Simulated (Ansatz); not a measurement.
# H (P4/mmm) in Ansatz: reference runs

Aim: a first look at H with PBE, on the cell as given and on a disturbed one, and energy against volume gives the equilibrium volume and stiffness.

All numbers are computed with Ansatz 0.2.0; they aren't measurements. Logs are shortened: lines on timing, memory, paths and dates and some standing lists are left out, and cuts for length are marked.

## Step 1: The crystal as given

Symmetry: P4/mmm, No. 123, tetragonal system. The conventional cell has a = 2.650 Å, b = 2.650 Å, c = 0.980 Å, α = 90.00°, β = 90.00°, γ = 90.00°. Around H (site symmetry 4/mmm) lie 2 H at 0.98 Å.

## Step 2: Single point, PBE

The input, input.yaml:

```yaml
crystal:
  lattice:
    - [2.6496387389, 0.0, 0.0]
    - [0.0, 2.6496387389, 0.0]
    - [0.0, 0.0, 0.98049292]
  atoms:
    - { symbol: H, position: [0.0, 0.0, 0.5] }
hamiltonian:
  xc: pbe
  pseudopotentials: { kind: paw }
kpoints:
  mp_grid: { grid: [10, 10, 26] }
scf:
  occupations: { method: fermi_dirac, width: 0.05 }
output:
  forces: true
  stress: true
  eigenvalues: true
```

Potentials or basis: Ansatz PAW.

Run with:

```
ansatz run input.yaml --threads 2 --pin off --max-ram 5120MiB --backend cpu --events-out ev --progress --plain --runs-dir out
```

Output:

```text
Warning: RAYON_NUM_THREADS=2 ignored (pool sized by the plan → 2); use --threads N
Engine: ansatz 0.2.0, x86_64-unknown-linux-gnu
Pseudopotentials: kind: paw
Pseudopotential: H, paw, valence charge 1, recommended cutoff 420 eV (normal), H.paw.azcp
Functional definition: PBE
  parameter kappa = 0.804
  parameter beta = 0.06672455060314922
  exchange = pbe_x(kappa = kappa, mu = beta*pi^2/3)
  correlation = pbe_c(beta = beta)
Crystal: 1 atoms, lattice volume = 6.884 Å³
Basis set: ecut = 420 eV, 135 PW (Γ), exchange–correlation on 36×36×16 points (8 copies of the dense FFT grid, shifted against one another)
Bands: 5, of which v1, the nominal top of the filled ones, is band 1 counted from 1 (0 counted from 0)
Symmetry: 16 space group operations
Space group: P4/mmm (ITA 123), of the structure as read, at distance tolerance 1.9e-5 Å
k-points: 294 of 2600
Non-local potential: H, projectors of the file, l = 0: 2, l = 1: 1
PAW form: soft (Blöchl's): semilocal exchange-correlation on the pseudo side does not see the compensation charge
PAW one-centre angular grid: H, 110 points (default); XC on 64 Gauss nodes
Initial density: superposition of atomic densities (neutral atoms: chi_scale 0, normalization atom), corrected by the library's trained network
Initial wavefunctions: pseudopotential atomic-orbital guess
Functional: x = pbe(κ = 0.804, μ = 0.2195149727645171), c = pbe(β = 0.06672455060314922)
SCF iter   1: F=—  HF=-15.502892 eV  |F-HF|=—  |Δ(HF+E_count)|=         —  Δρ=8.24e-3  dr2=4.94e-3  ethr=1.77e-3  ⟨swp⟩=5.1  Hψ=14391  notcnv=0
preconditioner: auto → none  [insulator: Δε(μ)=0.439 eV  Ē_g=31.916 eV  σ=0.050 eV  W_gap=0.98  n_scr=0 (ndim 8)  ℏωp=14.2 eV  f_vac=0.000  D(μ)=0.00/eV (n_scr^D=0)  ε∞_Penn≈1.2]
SCF iter   2: F=—  HF=-15.502726 eV  |F-HF|=—  |Δ(HF+E_count)|=   1.66e-4  Δρ=3.62e-3  dr2=9.99e-4  ethr=4.94e-4  ⟨swp⟩=2.0  Hψ=4900  notcnv=0
SCF iter   3: F=—  HF=-15.502925 eV  |F-HF|=—  |Δ(HF+E_count)|=   1.99e-4  Δρ=2.88e-4  dr2=2.38e-6  ethr=9.99e-5  ⟨swp⟩=2.3  Hψ=3967  notcnv=0
SCF iter   4: F=—  HF=-15.502900 eV  |F-HF|=—  |Δ(HF+E_count)|=   2.55e-5  Δρ=4.14e-5  dr2=1.09e-7  ethr=2.38e-7  ⟨swp⟩=1.6  Hψ=2895  notcnv=0
iter 5 did not close the SCF: its close was put off for the readings that it lacked (scf_convergence_deferred on its scf_iter line)
SCF iter   5: F=-15.502900 eV  HF=-15.502900 eV  |F-HF|=9.81e-10  |Δ(HF+E_count)|=   2.13e-8  Δρ=3.18e-6  dr2=4.82e-10  ethr=1.09e-8  ⟨swp⟩=1.0  Hψ=2651  notcnv=0
SCF iter   6: F=-15.502900 eV  HF=-15.502900 eV  |F-HF|=2.37e-12  |Δ(HF+E_count)|=   1.20e-9  Δρ=2.27e-7  dr2=3.82e-12  ethr=4.82e-11  ⟨swp⟩=1.2  Hψ=5613  notcnv=0
SCF 1 converged in 6 iterations: F = -15.502900 eV  dr2 = 3.82e-12
SCF converged after 6 iterations
Free energy (F): -15.502900 eV
Harris-Foulkes:  -15.502900 eV  (|F-HF|=2.37e-12)
Internal energy: -15.502880 eV  (E = F + TS)
E sigma→0 (E₀):  -15.502890 eV
Entropy (-TS):   -0.000020 eV (-0.020 meV/atom)
Fermi energy:    -1.126096 eV
--- Per-component energies (eV) ---
  E_band       = -7.623849
  E_kinetic    = 13.380589
  E_local      = -18.924733  (includes V_loc(G=0)·N_el)
  E_nonlocal   = 1.515182
  E_hartree    = 4.213338
  E_xc         = -8.845650
  E_vxc        = -11.410750  (∫ρ·V_xc dr)
  E_paw        = -0.490936  (= ΣΔE_a)
  E_vpaw       = -0.609555  (= ΣTr[D̂ρ^β])
  E_aug_tail   = -0.001251  (compensation charges beyond the density's cutoff)
  E_ewald      = -6.349418
  E_smearing   = -0.000020  (= −TS)
  E_closure    = 0.000000  (closes the sum)
  Σ components = -15.502900   (vs F -15.502900, Δ=0.00e0)
--- Forces (eV/Å), atoms counted from 1 ---
  atom   1  H      0.00000000     0.00000000     0.00000000
  max |Σ_I F_I| component: 4.24e-33 eV/Å
--- Stress (GPa, compression-positive) ---
        2.631651       0.000000       0.000000
        0.000000       2.631651       0.000000
        0.000000       0.000000       0.387050
  P = ⅓ Tr σ = 1.8835 GPa (18.835 kbar)
--- Band table (eV; the first three rows and the last of 294) ---
  k-point 0: bands = ["-12.1308", "8.7511", "14.5608", "14.5608", "17.6094"]
  k-point 1: bands = ["-11.9012", "8.9807", "14.7920", "14.7920", "17.8408"]
  k-point 2: bands = ["-11.2131", "9.6687", "15.4852", "15.4852", "18.5351"]
  k-point 293: bands = ["24.4500", "34.5640", "44.2807", "44.2807", "44.7673"]
```

It took 1.6 s on 2 threads of Intel Xeon at 2.50GHz (Skylake/Cascade Lake), shared host; peak memory 0.27 GiB.

What came out:

```
Free energy            : -15.5029 eV
Pressure               : 1.9 GPa
Band gap on the k mesh : none (metal or under the smearing width)
```

Stress tensor (GPa, compression positive):
```
2.63 0.00 0.00
0.00 2.63 0.00
0.00 0.00 0.39
```

## Step 3: Single point, PBE (cell strained at random at fixed volume)

The input, input.yaml:

```yaml
crystal:
  lattice:
    - [2.64639, 0.01641, 0.008627]
    - [0.01641, 2.674699, 0.022149]
    - [0.003192, 0.008196, 0.972614]
  atoms:
    - { symbol: H, position: [0.005936, 0.008869, 0.477115] }
hamiltonian:
  xc: pbe
  pseudopotentials: { kind: paw }
kpoints:
  mp_grid: { grid: [10, 10, 26] }
scf:
  occupations: { method: fermi_dirac, width: 0.05 }
output:
  forces: true
  stress: true
  eigenvalues: true
  write_density: true
  write_potential: true
  elf: true
  volumetric_format: npy
```

Potentials or basis: Ansatz PAW.

Run with:

```
ansatz run input.yaml --threads 2 --pin off --max-ram 5120MiB --backend cpu --events-out ev --progress --plain --runs-dir out
```

Output:

```text
Warning: RAYON_NUM_THREADS=2 ignored (pool sized by the plan → 2); use --threads N
[... 8 set-up lines as earlier in the session ...]
Crystal: 1 atoms, lattice volume = 6.884 Å³
Basis set: ecut = 420 eV, 137 PW (Γ), exchange–correlation on 36×36×16 points (8 copies of the dense FFT grid, shifted against one another)
Bands: 5, of which v1, the nominal top of the filled ones, is band 1 counted from 1 (0 counted from 0)
Symmetry: 2 space group operations
Space group: P-1 (ITA 2), of the structure as read, at distance tolerance 1.9e-5 Å
k-points: 1304 of 2600
[... 6 set-up lines as earlier in the session ...]
SCF iter   1: F=—  HF=-15.503199 eV  |F-HF|=—  |Δ(HF+E_count)|=         —  Δρ=8.57e-3  dr2=5.40e-3  ethr=1.77e-3  ⟨swp⟩=5.0  Hψ=61955  notcnv=0
preconditioner: auto → none  [insulator: Δε(μ)=0.561 eV  Ē_g=32.073 eV  σ=0.050 eV  W_gap=0.99  n_scr=0 (ndim 8)  ℏωp=14.2 eV  f_vac=0.000  D(μ)=0.00/eV (n_scr^D=0)  ε∞_Penn≈1.2]
SCF iter   2: F=—  HF=-15.502966 eV  |F-HF|=—  |Δ(HF+E_count)|=   2.32e-4  Δρ=3.73e-3  dr2=1.08e-3  ethr=5.40e-4  ⟨swp⟩=2.0  Hψ=21852  notcnv=0
SCF iter   3: F=—  HF=-15.503168 eV  |F-HF|=—  |Δ(HF+E_count)|=   2.02e-4  Δρ=3.01e-4  dr2=2.59e-6  ethr=1.08e-4  ⟨swp⟩=2.4  Hψ=17727  notcnv=0
SCF iter   4: F=—  HF=-15.503153 eV  |F-HF|=—  |Δ(HF+E_count)|=   1.48e-5  Δρ=4.12e-5  dr2=1.11e-7  ethr=2.59e-7  ⟨swp⟩=1.5  Hψ=12665  notcnv=0
iter 5 did not close the SCF: its close was put off for the readings that it lacked (scf_convergence_deferred on its scf_iter line)
SCF iter   5: F=-15.503153 eV  HF=-15.503153 eV  |F-HF|=3.90e-10  |Δ(HF+E_count)|=   3.13e-8  Δρ=2.67e-6  dr2=3.96e-10  ethr=1.11e-8  ⟨swp⟩=1.0  Hψ=11736  notcnv=0
SCF iter   6: F=-15.503153 eV  HF=-15.503153 eV  |F-HF|=2.26e-12  |Δ(HF+E_count)|=  5.56e-10  Δρ=1.76e-7  dr2=2.23e-12  ethr=3.96e-11  ⟨swp⟩=2.0  Hψ=23117  notcnv=0
SCF 1 converged in 6 iterations: F = -15.503153 eV  dr2 = 2.23e-12
SCF converged after 6 iterations
Free energy (F): -15.503153 eV
Harris-Foulkes:  -15.503153 eV  (|F-HF|=2.26e-12)
Internal energy: -15.503146 eV  (E = F + TS)
E sigma→0 (E₀):  -15.503150 eV
Entropy (-TS):   -0.000007 eV (-0.007 meV/atom)
Fermi energy:    -1.059317 eV
--- Per-component energies (eV) ---
  E_band       = -7.664242
  E_kinetic    = 13.469100
  E_local      = -19.215465  (includes V_loc(G=0)·N_el)
  E_nonlocal   = 1.527658
  E_hartree    = 4.310765
  E_xc         = -8.876263
  E_vxc        = -11.450239  (∫ρ·V_xc dr)
  E_paw        = -0.495741  (= ΣΔE_a)
  E_vpaw       = -0.615583  (= ΣTr[D̂ρ^β])
  E_aug_tail   = -0.001239  (compensation charges beyond the density's cutoff)
  E_ewald      = -6.221961
  E_smearing   = -0.000007  (= −TS)
  E_closure    = -0.000000  (closes the sum)
  Σ components = -15.503153   (vs F -15.503153, Δ=0.00e0)
--- Forces (eV/Å), atoms counted from 1 ---
  atom   1  H      0.00000000     0.00000000     0.00000000
  max |Σ_I F_I| component: 0.00e0 eV/Å
--- Stress (GPa, compression-positive) ---
        2.613523       0.028215       0.001476
        0.028215       2.363879       0.005292
        0.001476       0.005292       3.062024
  P = ⅓ Tr σ = 2.6798 GPa (26.798 kbar)
--- Band table (eV; the first three rows and the last of 1304) ---
  k-point 0: bands = ["-12.1897", "8.6013", "14.2121", "14.6108", "17.4774"]
  k-point 1: bands = ["-11.9565", "8.8341", "14.4466", "14.8457", "17.7136"]
  k-point 2: bands = ["-11.2568", "9.5327", "15.1500", "15.5504", "18.4221"]
  k-point 1303: bands = ["24.9559", "35.0260", "44.7198", "44.9899", "45.1737"]
```

v_z.tsv:

```text
# z_ang	v_es[eV]	v_tot[eV]
# format = ansatz-planar-average/11
# xc	pbe
# density_cutoff_ev	1680
# datasets	H=:simpson_from_first_knot:soft
# lattice	2.646390000	0.016410000	0.008627000
# lattice	0.016410000	2.674699000	0.022149000
# lattice	0.003192000	0.008196000	0.972614000
# sites	1
# site	1	0.017377462	0.027729750	0.464296378
0.000000	1.022083e0	-5.622672e0
0.121582	5.832149e-1	-6.107596e0
0.243163	-2.798301e-1	-7.064298e0
0.364745	-1.077003e0	-7.943133e0
0.486327	-1.329000e0	-8.217013e0
0.607909	-8.219777e-1	-7.663648e0
0.729490	5.446123e-2	-6.693397e0
0.851072	8.141203e-1	-5.852363e0
```

Wall time 7.7 s (2 threads of Intel Xeon at 2.50GHz (Skylake/Cascade Lake), shared host); peak memory 0.35 GiB.

Results:

* Free energy: -15.5032 eV
* Pressure: 2.7 GPa

Stress tensor (GPa, compression positive):
```
2.61 0.03 0.00
0.03 2.36 0.01
0.00 0.01 3.06
```

Levels at points of the mesh, in eV from the Fermi level:
```
              k point  band 1  band 2  band 3  band 4
   (0.00, 0.00, 0.00)  -11.13    9.66   15.27   15.67
  (0.00, 0.00, -0.50)   24.52   32.01   47.35   52.07
  (0.00, -0.50, 0.00)   -9.77    2.63   16.37   18.55
 (0.00, -0.50, -0.50)   25.32   34.19   42.26   42.55
  (-0.50, 0.00, 0.00)   -9.70    2.70   16.20   18.28
 (-0.50, 0.00, -0.50)   25.38   34.30   42.29   42.60
 (-0.50, -0.50, 0.00)   -8.61    6.32    6.54    9.94
(-0.50, -0.50, -0.50)   26.02   36.09   45.78   46.05
```

## Step 4: Single point, PBE, 6.47 Å³/atom (volume scaled by 0.94)

The input, input.yaml:

```yaml
crystal:
  lattice:
    - [2.5955493017, 0.0, 0.0]
    - [0.0, 2.5955493017, 0.0]
    - [0.0, 0.0, 0.9604772441]
  atoms:
    - { symbol: H, position: [0.0, 0.0, 0.5] }
hamiltonian:
  xc: pbe
  pseudopotentials: { kind: paw }
kpoints:
  mp_grid: { grid: [10, 10, 26] }
scf:
  occupations: { method: fermi_dirac, width: 0.05 }
output:
  forces: true
  stress: true
  eigenvalues: true
```

Run with:

```
ansatz run input.yaml --threads 2 --pin off --max-ram 5120MiB --backend cpu --events-out ev --progress --plain --runs-dir out
```

Run time: 1.5 s. Hardware: 2 threads of Intel Xeon at 2.50GHz (Skylake/Cascade Lake), shared host; peak memory 0.27 GiB.

It converged, with:

- Free energy: -15.4947 eV
- Pressure: 4.6 GPa
- Band gap on the k mesh: none (metal or under the smearing width)

Caveat: the pressure holds a Pulay correction of +0.3 GPa for the finite cutoff.

## Step 5: Single point, PBE, 6.61 Å³/atom (volume scaled by 0.96)

input.yaml: that of step 4 with these lines changed.

```diff
@@ -2,5 +2,5 @@
   lattice:
-    - [2.5955493017, 0.0, 0.0]
-    - [0.0, 2.5955493017, 0.0]
-    - [0.0, 0.0, 0.9604772441]
+    - [2.6138284202, 0.0, 0.0]
+    - [0.0, 2.6138284202, 0.0]
+    - [0.0, 0.0, 0.9672413912]
   atoms:
```

Run with:

```
ansatz run input.yaml --threads 2 --pin off --max-ram 5120MiB --backend cpu --events-out ev --progress --plain --runs-dir out
```

Wall time 1.6 s (2 threads of Intel Xeon at 2.50GHz (Skylake/Cascade Lake), shared host); peak memory 0.27 GiB.

Results (log left out):

| Item | Value |
| --- | --- |
| Free energy | -15.4982 eV |
| Pressure | 3.6 GPa |
| Band gap on the k mesh | none (metal or under the smearing width) |

Caveat: the pressure holds a Pulay correction of +0.3 GPa for the finite cutoff.

## Step 6: Single point, PBE, 6.75 Å³/atom (volume scaled by 0.98)

input.yaml: that of step 5 with these lines changed.

```diff
@@ -2,5 +2,5 @@
   lattice:
-    - [2.6138284202, 0.0, 0.0]
-    - [0.0, 2.6138284202, 0.0]
-    - [0.0, 0.0, 0.9672413912]
+    - [2.6318553927, 0.0, 0.0]
+    - [0.0, 2.6318553927, 0.0]
+    - [0.0, 0.0, 0.9739122323]
   atoms:
```

Potentials or basis: Ansatz PAW.

Run with:

```
ansatz run input.yaml --threads 2 --pin off --max-ram 5120MiB --backend cpu --events-out ev --progress --plain --runs-dir out
```

It took 1.5 s on 2 threads of Intel Xeon at 2.50GHz (Skylake/Cascade Lake), shared host; peak memory 0.27 GiB.

The run converged. Its results:

```
Free energy            : -15.5009 eV
Pressure               : 2.7 GPa
Band gap on the k mesh : none (metal or under the smearing width)
```

Caveat: the pressure holds a Pulay correction of +0.3 GPa for the finite cutoff.

## Step 7: Single point, PBE, 6.88 Å³/atom

input.yaml: that of step 6 with these lines changed.

```diff
@@ -2,5 +2,5 @@
   lattice:
-    - [2.6318553927, 0.0, 0.0]
-    - [0.0, 2.6318553927, 0.0]
-    - [0.0, 0.0, 0.9739122323]
+    - [2.6496387389, 0.0, 0.0]
+    - [0.0, 2.6496387389, 0.0]
+    - [0.0, 0.0, 0.98049292]
   atoms:
```

Run with:

```
ansatz run input.yaml --threads 2 --pin off --max-ram 5120MiB --backend cpu --events-out ev --progress --plain --runs-dir out
```

Wall time 1.6 s (2 threads of Intel Xeon at 2.50GHz (Skylake/Cascade Lake), shared host); peak memory 0.27 GiB.

Results (log left out):

```
Free energy            : -15.5029 eV
Pressure               : 1.9 GPa
Band gap on the k mesh : none (metal or under the smearing width)
```

## Step 8: Single point, PBE, 7.02 Å³/atom (volume scaled by 1.02)

input.yaml: that of step 7 with these lines changed.

```diff
@@ -2,5 +2,5 @@
   lattice:
-    - [2.6496387389, 0.0, 0.0]
-    - [0.0, 2.6496387389, 0.0]
-    - [0.0, 0.0, 0.98049292]
+    - [2.6671865267, 0.0, 0.0]
+    - [0.0, 2.6671865267, 0.0]
+    - [0.0, 0.0, 0.9869864398]
   atoms:
@@ -18 +18,5 @@
   eigenvalues: true
+  write_density: true
+  write_potential: true
+  elf: true
+  volumetric_format: npy
```

Run with:

```
ansatz run input.yaml --threads 2 --pin off --max-ram 5120MiB --backend cpu --events-out ev --progress --plain --runs-dir out
```

Run time: 2.1 s. Hardware: 2 threads of Intel Xeon at 2.50GHz (Skylake/Cascade Lake), shared host; peak memory 0.28 GiB.

The run converged. Its results:

```yaml
Free_energy: -15.5042 eV
Pressure: 1.1 GPa
Band_gap_on_the_k_mesh: none (metal or under the smearing width)
```

## Step 9: Single point, PBE, 7.16 Å³/atom (volume scaled by 1.04)

The input, input.yaml:

```yaml
crystal:
  lattice:
    - [2.684506405, 0.0, 0.0]
    - [0.0, 2.684506405, 0.0]
    - [0.0, 0.0, 0.9933956223]
  atoms:
    - { symbol: H, position: [0.0, 0.0, 0.5] }
hamiltonian:
  xc: pbe
  pseudopotentials: { kind: paw }
kpoints:
  mp_grid: { grid: [10, 10, 26] }
scf:
  occupations: { method: fermi_dirac, width: 0.05 }
output:
  forces: true
  stress: true
  eigenvalues: true
```

Potentials or basis: Ansatz PAW.

Run with:

```
ansatz run input.yaml --threads 2 --pin off --max-ram 5120MiB --backend cpu --events-out ev --progress --plain --runs-dir out
```

Wall time 1.6 s (2 threads of Intel Xeon at 2.50GHz (Skylake/Cascade Lake), shared host); peak memory 0.27 GiB.

It converged, with:

| Item | Value |
| --- | --- |
| Free energy | -15.5048 eV |
| Pressure | 0.4 GPa |
| Band gap on the k mesh | none (metal or under the smearing width) |

## Step 10: Single point, PBE, 7.30 Å³/atom (volume scaled by 1.06)

input.yaml: that of step 9 with these lines changed.

```diff
@@ -2,5 +2,5 @@
   lattice:
-    - [2.684506405, 0.0, 0.0]
-    - [0.0, 2.684506405, 0.0]
-    - [0.0, 0.0, 0.9933956223]
+    - [2.701605633, 0.0, 0.0]
+    - [0.0, 2.701605633, 0.0]
+    - [0.0, 0.0, 0.9997231535]
   atoms:
```

Run with:

```
ansatz run input.yaml --threads 2 --pin off --max-ram 5120MiB --backend cpu --events-out ev --progress --plain --runs-dir out
```

It took 1.5 s on 2 threads of Intel Xeon at 2.50GHz (Skylake/Cascade Lake), shared host; peak memory 0.28 GiB.

Results (log left out):

| Quantity | Value |
| --- | --- |
| Free energy | -15.5048 eV |
| Pressure | -0.3 GPa |
| Band gap on the k mesh | none (metal or under the smearing width) |

## Step 11: Equation of state, PBE

Potentials or basis: Ansatz PAW.

No new run: the results of the series are fitted here.

Results:

```
Equilibrium volume                        : 7.24 Å³/atom
Bulk modulus at fixed shape and positions : 35 GPa
Pressure derivative of the bulk modulus   : 3.1 (rough: it moves with the points fitted)
```

Energy against volume, from the lowest point:
| volume (Å³/atom) | energy (meV/atom) |
| --- | --- |
| 6.471 | 10.19 |
| 6.608 | 6.64 |
| 6.746 | 3.95 |
| 6.884 | 1.95 |
| 7.021 | 0.69 |
| 7.159 | 0.03 |
| 7.297 | 0.00 |

Caveat: the cell was scaled at fixed shape and fractional positions, which overstates the stiffness of a crystal with free parameters, most of all of layers and chains.

## Step 12: The runs side by side

| task | cell | pressure (GPa) |
| --- | --- | --- |
| single point | as given | 1.9 |
| single point | cell strained at random at fixed volume | 2.7 |
| equation of state | as given | - |

Alike in all rows: level PBE; potentials or basis Ansatz PAW; no spin polarisation; k mesh 10 × 10 × 26; cutoff (eV) 420; smearing fermi-dirac 0.05 eV.

Caveats: the cell was scaled at fixed shape and fractional positions, which overstates the stiffness of a crystal with free parameters, most of all of layers and chains (some runs).

Total energies depend on the potentials used, so only differences within one code and one set of settings carry meaning.
